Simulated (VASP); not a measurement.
# Be (Pm-3m) in VASP: further runs

The runs below take Be through relaxation of cell and atoms, atomic charges, with PBE, PBEsol, revPBE+D4.

Program: VASP 6.6.1. These are calculated values, not measurements. Logs are shortened: lines on timing, memory, paths and dates and some standing lists are left out, and cuts for length are marked.

### Step 1. The crystal as given

It takes space group Pm-3m (No. 221, cubic). Conventional cell: a = 2.174 Å, b = 2.174 Å, c = 2.174 Å, α = 90.00°, β = 90.00°, γ = 90.00°. Around Be (site symmetry m-3m) lie 6 Be at 2.17 Å.

The cell was built by a generator and needn't be a form met in nature.

### Step 2. Relaxation of cell and atoms, PBE

Contents of INCAR:

```
SYSTEM = Be
ALGO     = Normal         ! electronic algorithm
EDIFF    = 1E-7           ! SCF threshold, eV
EDIFFG   = -0.01          ! ionic threshold
ENCUT    = 600            ! plane-wave cutoff, eV
GGA      = PE             ! functional
IBRION   = 2              ! ionic algorithm
ISIF     = 3              ! what is computed and relaxed
ISMEAR   = 1              ! smearing method
LASPH    = .TRUE.         ! aspherical terms in the spheres
LCHARG   = .FALSE.        ! write CHGCAR
LREAL    = .FALSE.        ! projectors in reciprocal space
LWAVE    = .FALSE.        ! write WAVECAR
NELM     = 100            ! most SCF steps
NSW      = 40             ! ionic steps
PREC     = Accurate       ! precision mode
SIGMA    = 0.1            ! smearing width, eV
```

Contents of KPOINTS:

```
k-points
0
G
  12 12 12
  0 0 0
```

Contents of POSCAR:

```
Be
1.0
    2.1739600000      0.0000000000      0.0000000000
    0.0000000000      2.1739600000      0.0000000000
    0.0000000000      0.0000000000      2.1739600000
Be
1
Direct
    0.0000000000      0.0000000000      0.0000000000
```

Potentials or basis: VASP PAW PBE potentials, release 64 (Be).

Started as:

```
> cat potpaw_PBE.64/Be/POTCAR > POTCAR
> mpirun -np 1 vasp_std > vasp.out
```

OUTCAR:

```text
SYSTEM = Be
   EDIFF = 1E-7
   EDIFFG = -0.01
   ENCUT = 600
   GGA = PE
   IBRION = 2
   ISIF = 3
   ISMEAR = 1
   LASPH = .TRUE.
   LREAL = .FALSE.
   NELM = 100
   NSW = 40
   PREC = Accurate

 ion  position               nearest neighbor table
   1  0.000  0.000  0.000-

  LATTYP: Found a simple cubic cell.
 ALAT       =     2.1739600000

  Lattice vectors:

 A1 = (   2.1739600000,   0.0000000000,   0.0000000000)
 A2 = (   0.0000000000,   2.1739600000,   0.0000000000)
 A3 = (   0.0000000000,   0.0000000000,   2.1739600000)

Analysis of symmetry for initial positions (statically):
=====================================================================
 Subroutine PRICEL returns:
 Original cell was already a primitive cell.

 Routine SETGRP: Setting up the symmetry group for a
 simple cubic supercell.

 Subroutine GETGRP returns: Found 48 space group operations
 (whereof 48 operations were pure point group operations)
 out of a pool of 48 trial point group operations.

The static configuration has the point symmetry O_h .

Analysis of symmetry for dynamics (positions and initial velocities):
=====================================================================
 Subroutine PRICEL returns:
 Original cell was already a primitive cell.

 Routine SETGRP: Setting up the symmetry group for a
 simple cubic supercell.

 Subroutine GETGRP returns: Found 48 space group operations
 (whereof 48 operations were pure point group operations)
 out of a pool of 48 trial point group operations.

The dynamic configuration has the point symmetry O_h .

 Subroutine INISYM returns: Found 48 space group operations
 (whereof 48 operations are pure point group operations),
 and found     1 'primitive' translations

----------------------------------------------------------------------------------------

                                     Primitive cell

  volume of cell :      10.2744

  direct lattice vectors                    reciprocal lattice vectors
     2.173960000  0.000000000  0.000000000     0.459990064  0.000000000  0.000000000
     0.000000000  2.173960000  0.000000000     0.000000000  0.459990064  0.000000000
     0.000000000  0.000000000  2.173960000     0.000000000  0.000000000  0.459990064

  length of vectors
     2.173960000  2.173960000  2.173960000     0.459990064  0.459990064  0.459990064

  position of ions in fractional coordinates (direct lattice)
     0.000000000  0.000000000  0.000000000

  ion indices of the primitive-cell ions
   primitive index   ion index
                 1           1

----------------------------------------------------------------------------------------

 KPOINTS: k-points

Automatic generation of k-mesh.
 Grid dimensions read from file:
 generate k-points for:   12   12   12

 Generating k-lattice:

  Cartesian coordinates                     Fractional coordinates (reciprocal lattice)
     0.038332505  0.000000000  0.000000000     0.083333333  0.000000000  0.000000000
     0.000000000  0.038332505  0.000000000     0.000000000  0.083333333  0.000000000
     0.000000000  0.000000000  0.038332505     0.000000000  0.000000000  0.083333333

  Length of vectors
     0.038332505  0.038332505  0.038332505

  Shift w.r.t. Gamma in fractional coordinates (k-lattice)
     0.000000000  0.000000000  0.000000000

 Subroutine IBZKPT returns following result:
 ===========================================

 Found     84 irreducible k-points:

 Following reciprocal coordinates:
            Coordinates               Weight
  0.000000  0.000000  0.000000      1.000000
  0.083333  0.000000  0.000000      6.000000
  0.166667  0.000000  0.000000      6.000000
  0.250000  0.000000  0.000000      6.000000
  0.333333  0.000000  0.000000      6.000000
  0.416667  0.000000  0.000000      6.000000
[... 16 lines left out ...]
  0.333333  0.333333  0.000000     12.000000
  0.416667  0.333333  0.000000     24.000000
 [... further k-points ...]
   k-points           NKPTS =     84   k-points in BZ     NKDIM =     84   number of bands    NBANDS=      5
   number of dos      NEDOS =    301   number of ions     NIONS =      1
   total plane-waves  NPLWV =   5832
   dimension x,y,z NGX =    18 NGY =   18 NGZ =   18
   dimension x,y,z NGXF=    36 NGYF=   36 NGZF=   36
   ions per type =               1
   NGX,Y,Z   is equivalent  to a cutoff of  13.76, 13.76, 13.76 a.u.
   NGXF,Y,Z  is equivalent  to a cutoff of  27.53, 27.53, 27.53 a.u.
 SYSTEM =  Be
   PREC   = accura    normal or accurate (medium, high low for compatibility)
   ISTART =      0    job   : 0-new  1-cont  2-samecut
   ICHARG =      2    charge: 1-file 2-atom 10-const
   ISPIN  =      1    spin polarized calculation?
   LNONCOLLINEAR =      F non collinear calculations
   LSORBIT =      F    spin-orbit coupling
   LASPH  =      T    aspherical Exc in radial PAW
   ENCUT  =  600.0 eV  44.10 Ry    6.64 a.u.   4.34  4.34  4.34*2*pi/ulx,y,z
   NELM   =    100;   NELMIN=  2; NELMDL= -5     # of ELM steps
[... 46 lines left out ...]
  ext. energy  EPLUGINS =         0.00000000
  ---------------------------------------------------
  free energy    TOTEN  =        -2.75208109 eV

  energy without entropy =       -2.75186094  energy(sigma->0) =       -2.75200771

------------------------ aborting loop because EDIFF is reached ----------------------------------------

  FORCE on cell =-STRESS in cart. coord.  units (eV):
  Direction    XX          YY          ZZ          XY          YZ          ZX
  --------------------------------------------------------------------------------------
  -------------------------------------------------------------------------------------
  Total        0.0387474      0.0387474      0.0387474     -0.0000000     -0.0000000     -0.0000000
  in kB        6.0422449      6.0422449      6.0422449     -0.0000000     -0.0000000     -0.0000000
  external PRESSURE =       6.0422449 kB  Pullay stress =       0.0000000 kB

 VOLUME and BASIS-vectors are now :
 -----------------------------------------------------------------------------
  energy-cutoff  :      600.00
  volume of cell :       10.27
      direct lattice vectors                 reciprocal lattice vectors
     2.173960000  0.000000000  0.000000000     0.459990064  0.000000000  0.000000000
     0.000000000  2.173960000  0.000000000     0.000000000  0.459990064  0.000000000
     0.000000000  0.000000000  2.173960000     0.000000000  0.000000000  0.459990064
[... 36 lines left out ...]
 POSITION                                       TOTAL-FORCE (eV/Angst)
 -----------------------------------------------------------------------------------
      0.00000      0.00000      0.00000         0.000000      0.000000      0.000000
 -----------------------------------------------------------------------------------
    total drift:                               -0.000000     -0.000000     -0.000000

  FREE ENERGIE OF THE ION-ELECTRON SYSTEM (eV)
  ---------------------------------------------------
  free  energy   TOTEN  =        -2.7522223071 eV

  energy  without entropy=       -2.7520430805  energy(sigma->0) =       -2.75216256

--------------------------------------- Ionic step        3  -------------------------------------------

 number of electron       2.0000000 magnetization

 Free energy of the ion-electron system (eV)
  ---------------------------------------------------
  ext. energy  EPLUGINS =         0.00000000
  ---------------------------------------------------
  free energy    TOTEN  =        -2.75223711 eV

  energy without entropy =       -2.75207847  energy(sigma->0) =       -2.75218423

 E-fermi :   4.7712     XC(G=0):  -9.7300

 val. band max:        4.7068868018   @ k =   0.4167   0.1667   0.0000
 cond. band min:       4.8073925665   @ k =   0.4167   0.3333   0.3333
 fundamental gap:      0.1005057647
 Fermi energy:         4.7712430219

 k-point     1 :       0.0000    0.0000    0.0000
  band No.  band energies     occupation
      1      -4.9162      2.00000
      2      18.1522      0.00000
      3      18.1522      0.00000
      4      18.1522      0.00000
      5      23.8044      0.00000

 k-point     2 :       0.0833    0.0000    0.0000
  band No.  band energies     occupation
      1      -4.7449      2.00000
      2      16.0658      0.00000
      3      18.3217      0.00000
      4      18.3217      0.00000
      5      24.0141      0.00000

 k-point     3 :       0.1667    0.0000    0.0000
  band No.  band energies     occupation
      1      -4.2327      2.00000
      2      12.7432      0.00000
      3      18.8172      0.00000
      4      18.8172      0.00000
      5      24.6397      0.00000
[... 153 lines left out ...]
 k-point    23 :       0.3333    0.3333    0.0000
  band No.  band energies     occupation
      1       0.5521      2.00000
      2       7.0877      0.00000
      3      12.5435      0.00000
      4      19.3179      0.00000
      5      22.7238      0.00000

 k-point    24 :       0.4167    0.3333    0.0000
  band No.  band energies     occupation
      1       2.0061      2.00000
      2       5.7790     -0.00000
      3      12.8713      0.00000
      4      16.7822      0.00000
      5      23.4808      0.00000

 [... further k-points ...]
[... 5 lines left out ...]
  --------------------------------------------------------------------------------------
  -------------------------------------------------------------------------------------
  Total       -0.0013463     -0.0013463     -0.0013463      0.0000000     -0.0000000      0.0000000
  in kB       -0.2081753     -0.2081753     -0.2081753      0.0000000     -0.0000000      0.0000000
  external PRESSURE =      -0.2081753 kB  Pullay stress =       0.0000000 kB

 VOLUME and BASIS-vectors are now :
 -----------------------------------------------------------------------------
  energy-cutoff  :      600.00
  volume of cell :       10.36
      direct lattice vectors                 reciprocal lattice vectors
     2.180105366 -0.000000000 -0.000000000     0.458693426  0.000000000  0.000000000
    -0.000000000  2.180105366 -0.000000000     0.000000000  0.458693426  0.000000000
    -0.000000000 -0.000000000  2.180105366     0.000000000  0.000000000  0.458693426

 POSITION                                       TOTAL-FORCE (eV/Angst)
 -----------------------------------------------------------------------------------
      0.00000      0.00000      0.00000         0.000000      0.000000      0.000000
 -----------------------------------------------------------------------------------
    total drift:                               -0.000000     -0.000000     -0.000000

  FREE ENERGIE OF THE ION-ELECTRON SYSTEM (eV)
  ---------------------------------------------------
  free  energy   TOTEN  =        -2.7522371092 eV

  energy  without entropy=       -2.7520784712  energy(sigma->0) =       -2.75218423

 reached required accuracy - stopping structural energy minimisation
```

Run time: 6.6 s. Hardware: 1 thread of Intel Xeon Platinum 8259CL at 2.50GHz (Skylake/Cascade Lake), shared host; peak memory 0.11 GiB.

What came out:

```yaml
Free_energy: -2.7522 eV
Relaxed_volume: 10.36 Å³/atom
Relaxed_cell: a = 2.180 Å, b = 2.180 Å, c = 2.180 Å, α = 90.00°, β = 90.00°, γ = 90.00°
Space_group_after_relaxing_to_0.05_Å: Pm-3m (No. 221)
Energy_gained_by_relaxing: 0.2 meV/atom
Ionic_steps: 3
Pressure_after_relaxing: 0.0 GPa
Band_gap_on_the_k_mesh: none (metal or under the smearing width)
```

The path:
```
step  energy change (eV)  largest force (eV/Å)  pressure (GPa)  volume (Å³)
   1              0.0000                0.0000            0.60        10.27
   2             -0.0001                0.0000            0.19        10.33
   3             -0.0002                0.0000           -0.02        10.36
```

Final structure:
```
Be
1.0
     2.18011    0.00000    0.00000
     0.00000    2.18011    0.00000
     0.00000    0.00000    2.18011
Be
1
Direct
  0.00000 0.00000 0.00000
```

Levels at points of the mesh, in eV from the Fermi level:
| k point | band 1 | band 2 | band 3 | band 4 |
| --- | --- | --- | --- | --- |
| (0.00, 0.00, 0.00) | -9.69 | 13.38 | 13.38 | 13.38 |
| (0.50, 0.00, 0.00) | -4.66 | -1.85 | 17.00 | 17.00 |
| (0.50, 0.50, 0.00) | 0.63 | 0.63 | 6.59 | 7.00 |
| (0.50, 0.50, 0.50) | 5.27 | 5.27 | 5.27 | 13.10 |

### Step 3. Relaxation of cell and atoms, PBEsol

Contents of INCAR:

```
PREC     = Accurate       # precision mode
ENCUT    = 600            # plane-wave cutoff, eV
EDIFF    = 1E-6           # SCF threshold, eV
ISMEAR   = 1              # smearing method
SIGMA    = 0.1            # smearing width, eV
LREAL    = F              # projectors in reciprocal space
LASPH    = T              # aspherical terms in the spheres
NELM     = 60             # most SCF steps
ALGO     = Fast           # electronic algorithm
ISIF     = 3              # what is computed and relaxed
LWAVE    = F              # write WAVECAR
LCHARG   = F              # write CHGCAR
GGA      = PS             # functional
IBRION   = 2              # ionic algorithm
NSW      = 60             # ionic steps
EDIFFG   = -0.005         # ionic threshold
```

Contents of KPOINTS:

```
Automatic mesh
0
Gamma
  12 12 12
```

POSCAR is that of step 2.

Potentials or basis: VASP PAW PBE potentials, release 64 (Be).

Started as:

```
> cat potpaw_PBE.64/Be/POTCAR > POTCAR
> mpirun -np 1 vasp_std > vasp.out
```

It took 4.1 s on 1 thread of Intel Xeon Platinum 8259CL at 2.50GHz (Skylake/Cascade Lake), shared host; peak memory 0.11 GiB.

Results (log left out):

```yaml
Free_energy: -2.9660 eV
Pressure_after_relaxing: 0.0 GPa
Band_gap_on_the_k_mesh: none (metal or under the smearing width)
```

Final structure:
```yaml
crystal:
  lattice:
    - [2.17396, 0.00000, 0.00000]
    - [0.00000, 2.17396, 0.00000]
    - [0.00000, 0.00000, 2.17396]
  atoms:
    - { symbol: Be, position: [0.00000, 0.00000, 0.00000] }
```

Levels at points of the mesh, in eV from the Fermi level:
```tsv
k point	band 1	band 2	band 3	band 4	band 5
(0.00, 0.00, 0.00)	-9.73	13.47	13.47	13.47	19.13
(0.50, 0.00, 0.00)	-4.72	-1.82	17.14	17.14	24.61
(0.50, 0.50, 0.00)	0.62	0.62	6.56	7.12	20.16
(0.50, 0.50, 0.50)	5.31	5.31	5.31	13.14	13.14
```

Caveat: the relaxation stopped at its first step, so nothing moved; the PAW data sets were made with another functional, which shifts forces and pressure a little.

### Step 4. Atomic charges, revPBE+D4, collinear spin, ferromagnetic start

Contents of INCAR:

```
PREC = Accurate
ENCUT = 520
EDIFF = 1E-6
ISMEAR = -5
SIGMA = 0.05
LREAL = False
LASPH = True
NELM = 80
ALGO = Normal
ISIF = 2
LWAVE = False
LCHARG = False
ISPIN = 2
MAGMOM = 0.5
LORBIT = 11
NUPDOWN = 4
GGA = RE
IVDW = 13
```

Contents of Be.cif:

```cif
data_Be
_cell_length_a 2.17396000
_cell_length_b 2.17396000
_cell_length_c 2.17396000
_cell_angle_alpha 90.00000000
_cell_angle_beta 90.00000000
_cell_angle_gamma 90.00000000
_space_group_name_H-M_alt 'Pm-3m'
_space_group_name_Hall '-P 4 2 3'
_space_group_IT_number 221
loop_
_space_group_symop_operation_xyz
'x,y,z'
'-x,-y,-z'
'-y,x,z'
'y,-x,-z'
'-x,-y,z'
'x,y,-z'
'y,-x,z'
'-y,x,-z'
'x,-y,-z'
'-x,y,z'
'-y,-x,-z'
'y,x,z'
'-x,y,-z'
'x,-y,z'
'y,x,-z'
'-y,-x,z'
'z,x,y'
'-z,-x,-y'
'z,-y,x'
'-z,y,-x'
'z,-x,-y'
'-z,x,y'
'z,y,-x'
'-z,-y,x'
'-z,x,-y'
'z,-x,y'
'-z,-y,-x'
'z,y,x'
'-z,-x,y'
'z,x,-y'
'-z,y,x'
'z,-y,-x'
'y,z,x'
'-y,-z,-x'
'x,z,-y'
'-x,-z,y'
'-y,z,-x'
'y,-z,x'
'-x,z,y'
'x,-z,-y'
'-y,-z,x'
'y,z,-x'
'-x,-z,-y'
'x,z,y'
'y,-z,-x'
'-y,z,x'
'x,-z,y'
'-x,z,-y'
loop_
_atom_site_label
_atom_site_type_symbol
_atom_site_symmetry_multiplicity
_atom_site_Wyckoff_symbol
_atom_site_fract_x
_atom_site_fract_y
_atom_site_fract_z
_atom_site_occupancy
Be1 Be 1 a 0.0000000000 0.0000000000 0.0000000000 1
```

Contents of KPOINTS:

```
regular mesh
0
Gamma
  12 12 12
```

Contents of POSCAR:

```
Be
 1.0000000000000000
     2.1739600000000001    0.0000000000000000    0.0000000000000000
     0.0000000000000000    2.1739600000000001    0.0000000000000000
     0.0000000000000000    0.0000000000000000    2.1739600000000001
 Be 
   1
Cartesian
  0.0000000000000000  0.0000000000000000  0.0000000000000000
```

Potentials or basis: VASP PAW PBE potentials, release 64 (Be_sv).

Started as:

```
> ase convert -i cif -o vasp Be.cif POSCAR
> cat potpaw_PBE.64/Be_sv/POTCAR > POTCAR
> mpirun -np 1 vasp_std > vasp.out
```

Wall time 10 s (1 thread of Intel Xeon Platinum 8259CL at 2.50GHz (Skylake/Cascade Lake), shared host); peak memory 0.11 GiB.

Results (log left out):

| Item | Value |
| --- | --- |
| Free energy | 117.9626 eV |
| Pressure | 93.8 GPa |
| Net moment | 4.00 μB per cell |
| Site moments | Be +2.72 μB |
| Valence electrons inside the program's atomic spheres | Be 2.72 |
| Dispersion energy per atom | -0.182 eV |

Caveat: the moment is held away from its start; a pressure of tens of GPa on the cell as given is suspect, and the run, the potentials or the cell itself is likely at fault; the PAW data sets were made with another functional, which shifts forces and pressure a little; the total moment is fixed, so each spin has its own Fermi level.

### Step 5. For comparison

An earlier run on the cell as given: functional PBE; potentials or basis VASP PAW PBE potentials, release 64 (Be); cutoff 520 eV; k mesh 12 × 12 × 12; occupations fermi-dirac, width 0.05 eV; no spin polarisation.

* Pressure: 0.5 GPa
* Band gap on the k mesh: none (metal or under the smearing width)

### Step 6. Overview

| task | level | potentials or basis | spin | fixed moment (μB) | cell | cutoff (eV) | smearing | gap on the mesh (eV) | pressure (GPa) |
| --- | --- | --- | --- | --- | --- | --- | --- | --- | --- |
| relaxation of cell and atoms | PBE | VASP PAW PBE potentials, release 64 (Be) | off | - | relaxed | 600 | methfessel-paxton 0.1 eV | none | 0.0 |
| relaxation of cell and atoms | PBEsol | VASP PAW PBE potentials, release 64 (Be) | off | - | relaxed | 600 | methfessel-paxton 0.1 eV | none | 0.0 |
| atomic charges | revPBE+D4 | VASP PAW PBE potentials, release 64 (Be_sv) | collinear, ferromagnetic start | 4 | as given | 520 | tetrahedron | - | 93.8 |
| single point | PBE | VASP PAW PBE potentials, release 64 (Be) | off | - | as given | 520 | fermi-dirac 0.05 eV | none | 0.5 |

Alike in all rows: k mesh 12 × 12 × 12.

Caveats: the PAW data sets were made with another functional, which shifts forces and pressure a little (some runs); the relaxation stopped at its first step, so nothing moved (some runs); the moment is held away from its start (some runs); a pressure of tens of GPa on the cell as given is suspect, and the run, the potentials or the cell itself is likely at fault (some runs); the total moment is fixed, so each spin has its own Fermi level (some runs).

Total energies depend on the potentials used, so only differences within one code and one set of settings carry meaning.
